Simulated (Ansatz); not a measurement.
The system is MnO2.

```
Mn O
1.0
     1.42843    0.82471    4.58393
    -1.42843    0.82471    4.58393
     0.00000   -1.64941    4.58393
Mn O
1 2
Direct
  0.00000 0.00000 0.00000
  0.73564 0.73564 0.73564
  0.26436 0.26436 0.26436
```

Measurements of this composition are mostly on another form, of space group No. 136.

Base run:

- Program: Ansatz 0.2.0
- Functional: LDA
- Potentials or basis: Ansatz PAW
- Cutoff: 420 eV
- Density cutoff: 1680 eV
- k mesh: 11 × 11 × 11
- Occupations: fermi-dirac, width 0.05 eV
- Spin: collinear spin, ferromagnetic start
- Starting moments: [4.0, 0.0, 0.0] μB

Its results: band gap on the k mesh 0.48 eV, indirect (least direct gap 0.53 eV); pressure -8.7 GPa; net moment 3.00 μB per cell; site moments Mn +2.47; O +0.06 μB; largest force 0.552 eV/Å.

The run is repeated on the same cell with these changes: functional from LDA to PBEsol. What comes out?

Band gap on the k mesh 0.77 eV, indirect (least direct gap 0.83 eV); pressure -2.0 GPa; net moment 3.00 μB per cell; site moments Mn +2.49; O +0.05 μB; largest force 0.163 eV/Å.

PBEsol binds less tightly than LDA, so the same cell stands under more pressure.

Caveats: a cell with one magnetic atom can't hold antiferromagnetic order, which such compounds often take; the PAW data sets come from PBE, with cores solved anew for the run's functional, which leaves a small shift of forces and pressure.

Not every run made on this cell is shown here.
